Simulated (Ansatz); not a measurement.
All numbers below come from Ansatz, DFT PBE, scalar-relativistic, plane waves, PAW. All cells share a 420 eV cutoff and Γ-centred k meshes spaced at most about 0.3 Å⁻¹ (2π included). No spin polarisation in the final relaxations.

All energies are static (0 K, no zero-point motion). Lower structures may exist.

**Question.** Which of these relaxed structures of KTaO3 is the lowest in energy?
A.

```
CELL_PARAMETERS angstrom
4.02456 0.00000 0.00000
0.00000 4.02456 0.00000
0.00000 0.00000 4.02456
ATOMIC_POSITIONS crystal
K 0.50000 0.50000 0.50000
Ta 0.00000 0.00000 0.00000
O 0.50000 0.00000 0.00000
O 0.00000 0.50000 0.00000
O 0.00000 0.00000 0.50000
```

B.

```
CELL_PARAMETERS angstrom
-1.89643 1.89643 6.21765
1.89643 -1.89643 6.21765
1.89643 1.89643 -6.21765
ATOMIC_POSITIONS crystal
K 0.60747 0.60747 0.00000
Ta 0.89203 0.89203 0.00000
O 0.35060 0.85060 0.50000
O 0.85060 0.35060 0.50000
O 0.03896 0.03896 0.00000
```

**Answer.** A. It has the cubic perovskite type, space group Pm-3m (No. 221); the next, B, with space group I4mm (No. 107), lies 136 meV/atom higher. Counting O atoms around K and Ta (those within 1.25 times the shortest such distance or 1.15 times the sum of covalent radii, 1.27 where that leaves under three), the lowest has K 12, Ta 6 and the next has K 4, Ta 5.

Spin–orbit coupling, which can matter for Ta, is left out. The Pm-3m cell at 13.0 Å³/atom was relaxed from a measured cell (COD). Cells relaxed within their symmetry can be saddle points. Some types were kept out of the candidates beforehand, so the set may lack a known form.
